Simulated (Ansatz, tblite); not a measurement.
## A script for BaTe (GFN1-xTB)

These are simulated results from tblite 0.8.0, not measurements. The cell was built from a prototype and was relaxed with r2SCAN in plane waves (Ansatz 0.2.0). Not every such cell is a known phase. All runs are without spin polarisation.

The symmetry is F-43m (No. 216, cubic); a = 7.828 Å in the conventional setting, 59.97 Å³ an atom. Ba is surrounded by 4 Te at 3.39 Å; Te is surrounded by 4 Ba at 3.39 Å.

tblite solves periodic systems at the zone centre alone, so the script builds a cluster of 1×1×1 conventional cells (8 atoms), which folds in a coarse mesh of k points.

Input script:

```python
import json
from ase import Atoms
from ase.build import make_supercell
from ase.units import Bohr, GPa, Hartree
from tblite.interface import Calculator

atoms = Atoms(['Ba', 'Te'],
              cell=[[0.0, 3.914159, 3.914159], [3.914159, 0.0, 3.914159], [3.914159, 3.914159, 0.0]],
              scaled_positions=[[0.0, 0.0, 0.0], [0.25, 0.25, 0.25]],
              pbc=True)
cluster = make_supercell(atoms, [[-1, 1, 1], [-1, -1, 1], [1, -1, 1]])
calc = Calculator('GFN1-xTB', cluster.numbers, cluster.positions / Bohr, lattice=cluster.cell[:] / Bohr, periodic=cluster.pbc)
calc.set('temperature', 0.02 / Hartree)
calc.set('max-iter', 150)
res = calc.singlepoint()
levels = res.get('orbital-energies') * Hartree
nv = round(res.get('orbital-occupations').sum() / 2)
cells = len(cluster) // len(atoms)
out = {'energy_per_cell': res.get('energy') * Hartree / cells, 'homo': levels[nv - 1], 'lumo': levels[nv],
       'stress': (-res.get('virial') * Hartree / cluster.get_volume() / GPa).tolist(), 'charges': res.get('charges')[:len(atoms)].tolist(), 'electrons': 2 * nv / cells}
json.dump(out, open('results.json', 'w'))
for key, value in out.items():
    print(key, value)
```

Command: `python run.py`. It took 0.91 s on 1 thread of Arm Neoverse V1, on a shared host, peak memory 0.094 GiB.

Output:

```
------------------------------------------------------------
  cycle        total energy    energy error   density error
------------------------------------------------------------
      1     -16.95704647699  -1.6937713E+01   9.2053586E-01
      2     -6.947692687816   1.0009354E+01   4.8318896E-01
      3      28.88490291071   3.5832596E+01   9.2158083E-01
      4     -17.31152783828  -4.6196431E+01   2.4969063E-01
      5     -8.623609117210   8.6879187E+00   6.3885437E-01
      6     -17.51724425362  -8.8936351E+00   5.0878578E-01
      7     -16.13584939407   1.3813949E+00   3.8601384E-01
      8     -16.43959496100  -3.0374557E-01   2.4887209E-01
      9     -16.98648911772  -5.4689416E-01   1.8878271E-01
     10     -17.45120810999  -4.6471899E-01   1.4581941E-01
     11     -17.69328027457  -2.4207216E-01   7.8387257E-02
     12     -17.73682141581  -4.3541141E-02   5.5273242E-02
     13     -17.76942066452  -3.2599249E-02   2.6051025E-02
     14     -17.77493294911  -5.5122846E-03   5.6415333E-03
     15     -17.77574807535  -8.1512624E-04   2.3895146E-03
     16     -17.77583797890  -8.9903554E-05   9.6008732E-05
     17     -17.77583820849  -2.2959299E-07   9.7214745E-05
     18     -17.77583833677  -1.2827955E-07   1.1240533E-05
------------------------------------------------------------

 total:                                   0.277 sec
energy_per_cell -120.92629972216181
homo 27.5164045617027
lumo 29.305196229944205
stress [[-3.2874941438745844, 0.002895077487517474, -0.0028950774875399973], [0.0028950774875175023, -3.2874941438741074, -0.0028950774874569114], [-0.0028950774875401365, -0.002895077487456885, -3.287494143874483]]
charges [0.7568045234474674, -0.7547803634808874]
electrons 8.0
```

The cycle table is in hartree for the whole cluster, and the lines after it are in eV (the energy for one cell). The printed stress is in GPa and positive in compression, and the pressure is its mean diagonal.

GFN1-xTB gives a gap of 1.79 eV. On the same cell, plane-wave PBE (Ansatz, 6×6×6 k points and the special points) gives a gap of 2.57 eV and r2SCAN a gap of 2.94 eV; on shared hosts these took about 4.8 and 11 core-seconds on the 2-atom cell, against 0.91 for the script. Spin-orbit coupling, left out in all these runs, can cut or reorder the gap by tenths of an eV, up to about 1 eV with Pb or Bi. xTB was fitted to molecules, so gaps, charges and pressures of solids can be far off, and the gap also depends on the size of the cluster.

The same script was run on cells scaled at fixed shape and fractional coordinates:

| volume (Å³/atom) | energy (meV/atom) | pressure (GPa, positive in compression) | gap (eV) |
| --- | --- | --- | --- |
| 52.77 | -71.4 | -0.44 | 2.41 |
| 56.37 | -42.2 | -2.03 | 2.07 |
| 59.97 | 0.0 | -3.29 | 1.79 |
| 63.57 | 80.1 | -3.80 | 1.53 |
| 67.16 | 169.5 | -4.13 | 1.30 |

The minimum lies beyond the smallest of these volumes.

xTB was fitted mostly to molecules, and a small cluster samples few k points, so gaps, pressures and kinks along a curve can be far from a solid's.

Spin-orbit coupling is left out, which matters wherever the heavy atoms make up the band edges.
